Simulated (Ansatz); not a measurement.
# Ta: clamped-ion strain scan

Method: DFT PBEsol, scalar-relativistic, plane waves, PAW (Ansatz 0.2.0). Settings: plane waves to 420 eV, k-mesh 24×24×12 (Γ-centred), Gaussian smearing 0.15 eV. Spin–orbit coupling is left out, which can shift energies with elements as heavy as these. No spin polarisation. Energies are free energies at this smearing, counted from the undisturbed cell; pressure is positive in compression.

The starting cell (relaxed at this level; this form isn't the usual structure):

```xyz
2
Lattice="2.8669 0.0000 0.0000 -1.4335 2.4828 0.0000 0.0000 0.0000 5.0914" Properties=species:S:1:pos:R:3 pbc="T T T"
Ta    1.4335    0.8276    3.8186
Ta    0.0000    1.6552    1.2729
```

The cell is strained by ε times the Voigt pattern (0, 0, 0, 0, 0, 1) (xx, yy, zz, yz, xz, xy; engineering shear) with fractional coordinates fixed. The cell is metallic on the mesh throughout.

```csv
ε,ΔE (meV/atom)
-0.0600,4.7
-0.0300,1.7
0.0000,0.0
0.0150,0.4
0.0450,3.3
0.0525,4.1
```

Task: Predict the stress summed along the pattern (GPa, tension positive) at each point.

Result:
| ε | stress summed along the pattern (GPa, tension positive) |
| --- | --- |
| -0.0600 | -0.62 |
| -0.0300 | -0.91 |
| 0.0000 | 0.00 |
| 0.0150 | 0.51 |
| 0.0450 | 0.96 |
| 0.0525 | 0.82 |

Cost: 6 runs of about 5.1 core-minutes in all, on Arm Neoverse V1 (shared hosts).